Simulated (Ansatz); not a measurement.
Geometry optimisation, DFT PBE, scalar-relativistic, plane waves, PAW in Ansatz.

Input:

```yaml
crystal:
  lattice:
    - [6.32, 0.0, 0.0]
    - [0.0, 6.32, 0.0]
    - [0.0, 0.0, 6.32]
  atoms:
    - { symbol: W, position: [0.0, 0.0, 0.0] }
    - { symbol: W, position: [0.5, 0.0, 0.0] }
    - { symbol: W, position: [0.0, 0.5, 0.0] }
    - { symbol: W, position: [0.0, 0.0, 0.5] }
    - { symbol: W, position: [0.25, 0.25, 0.25] }
    - { symbol: W, position: [0.5, 0.5, 0.0] }
    - { symbol: W, position: [0.5, 0.0, 0.5] }
    - { symbol: W, position: [0.75, 0.25, 0.25] }
    - { symbol: W, position: [0.0, 0.5, 0.5] }
    - { symbol: W, position: [0.25, 0.75, 0.25] }
    - { symbol: W, position: [0.25, 0.25, 0.75] }
    - { symbol: W, position: [0.5, 0.5, 0.5] }
    - { symbol: W, position: [0.75, 0.75, 0.25] }
    - { symbol: W, position: [0.75, 0.25, 0.75] }
    - { symbol: W, position: [0.25, 0.75, 0.75] }
    - { symbol: W, position: [0.75, 0.75, 0.75] }
    - { symbol: H, position: [0.1231259, 0.746356, 0.0042969] }
basis:
  ecutwfc: 420.0
kpoints:
  mp_grid: { grid: [2, 2, 2] }
hamiltonian:
  xc: pbe
scf:
  occupations: { method: fermi_dirac, width: 0.05 }
  lower_state_search: "off"
relax:
  f_tol: 0.08
  max_steps: 25
  adjacent_minimum: "off"
output:
  write_density: true
  write_potential: true
  elf: true
  volumetric_format: npy
```

Run as:

```bash
$ ansatz run input.yaml --threads 2 --pin off --max-ram 5120MiB --backend cpu --events-out ev --progress --plain --runs-dir out
```

Q: Where does it end, and by what steps?

A: The run converged. The threshold is loose, so the end isn't yet a minimum. Limits of this set-up: coarse k mesh, odd electron count without spin. After 3 steps the energy has fallen by 0.283 eV; W10 moved furthest, 0.07 Å.

```json
{"step": "0", "energy less start (eV)": "0.0000", "largest force component (eV/Å)": "2.080", "accepted": "yes"}
{"step": "1", "energy less start (eV)": "0.3477", "largest force component (eV/Å)": "2.577", "accepted": "no"}
{"step": "2", "energy less start (eV)": "-0.2752", "largest force component (eV/Å)": "0.316", "accepted": "yes"}
{"step": "3", "energy less start (eV)": "-0.2830", "largest force component (eV/Å)": "0.076", "accepted": "yes"}
```

```xyz
17
Lattice="6.3200 0.0000 0.0000 0.0000 6.3200 0.0000 0.0000 0.0000 6.3200" Properties=species:S:1:pos:R:3
W -0.037 0.049 0.002
W 3.162 0.007 0.001
W -0.041 3.108 0.001
W -0.001 0.004 3.161
W 1.580 1.579 1.586
W 3.161 3.152 0.001
W 3.178 0.003 3.163
W 4.720 1.578 1.585
W -0.002 3.154 3.161
W 1.620 4.739 1.635
W 1.578 1.579 4.736
W 3.179 3.154 3.163
W 4.737 4.739 1.588
W 4.721 1.578 4.738
W 1.616 4.739 4.689
W 4.736 4.739 4.734
H 0.790 4.737 0.004
```

Whether the end is a true minimum wasn't checked by a vibrational analysis.

Time of the run: 13 s on 2 threads of AMD EPYC 9R45 96-Core Processor (Zen 5), on a shared host, peak memory 0.82 GiB.
